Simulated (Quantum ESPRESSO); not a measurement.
**Na in Quantum ESPRESSO: the effect of target pressure**

Na:

```
Na
1.0
    -2.14100    2.14100    2.14100
     2.14100   -2.14100    2.14100
     2.14100    2.14100   -2.14100
Na
1
Direct
  0.00000 0.00000 0.00000
```

Alike in all runs:

| Item | Value |
| --- | --- |
| Program | Quantum ESPRESSO 7.5 |
| Task | relaxation of cell and atoms |
| Functional | PBEsol |
| Potentials or basis | SSSP 1.3 efficiency PBE |
| Cutoff | 857 eV |
| Density cutoff | 6884 eV |
| k mesh | 9 × 9 × 9 |
| Occupations | fermi-dirac, width 0.05 eV |
| Spin | no spin polarisation |

Each run relaxes the cell or the atoms first.

Problem. One run gave: relaxed volume 36.10 Å³/atom. Which target pressure did it use?
A. 2 GPa
B. 20 GPa
C. 0 GPa
D. 10 GPa
E. 5 GPa

Solution. C.

| target pressure | relaxed volume (Å³/atom) |
| --- | --- |
| 0 GPa | 36.10 |
| 2 GPa | 30.18 |
| 5 GPa | 25.84 |
| 10 GPa | 21.98 |
| 20 GPa | 18.11 |
| 30 GPa | 15.99 |

Caveats: the potentials were made for another functional, which shifts forces and pressure; the volume moved by over 15 % at a fixed basis, so the end points are rough (some runs).

Runs at the PBE level aren't shown here.
